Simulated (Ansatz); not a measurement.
**CdSe: band structure with PBEsol**

Crystal: CdSe.

```
Cd Se
1.0
     0.00000    3.07027    3.07027
     3.07027    0.00000    3.07027
     3.07027    3.07027    0.00000
Cd Se
1 1
Direct
  0.00000 0.00000 0.00000
  0.25000 0.25000 0.25000
```

Measurements of this composition are mostly on another form, of space group No. 186.

| Quantity | Value |
| --- | --- |
| Program | Ansatz 0.2.0 |
| Task | band structure |
| Functional | PBEsol |
| Potentials or basis | all-electron LAPW, scalar-relativistic |
| Cutoff | 266 eV (chosen from the basis error) |
| Basis error allowed | 0.001 eV/atom |
| k mesh | 6 × 6 × 6 |
| Occupations | fermi-dirac, width 0.05 eV |
| Spin | no spin polarisation |

```yaml
Pressure: -1.4 GPa
Band_gap_on_the_k_mesh: 0.42 eV, direct
Band_gap_along_the_path: 0.42 eV, direct
```

Levels at the corners of the path, in eV from the valence-band top:
| point | band 20 | band 21 | band 22 | band 23 | band 24 | band 25 |
| --- | --- | --- | --- | --- | --- | --- |
| Γ | 0.00 | 0.00 | 0.00 | 0.42 | 5.86 | 5.86 |
| X | -3.99 | -1.78 | -1.78 | 3.06 | 3.65 | 8.82 |
| W | -3.90 | -2.16 | -2.12 | 4.87 | 5.10 | 6.31 |
| K | -3.93 | -2.43 | -1.46 | 3.61 | 5.01 | 8.05 |
| Γ | 0.00 | 0.00 | 0.00 | 0.42 | 5.86 | 5.86 |
| L | -4.27 | -0.72 | -0.72 | 2.26 | 6.37 | 6.37 |
| U | -3.93 | -2.43 | -1.46 | 3.61 | 5.01 | 8.05 |
| W | -3.90 | -2.16 | -2.12 | 4.87 | 5.10 | 6.31 |

It took 15 s on 1 thread of Arm Neoverse V2, with other jobs on the host, peak memory 0.26 GiB.
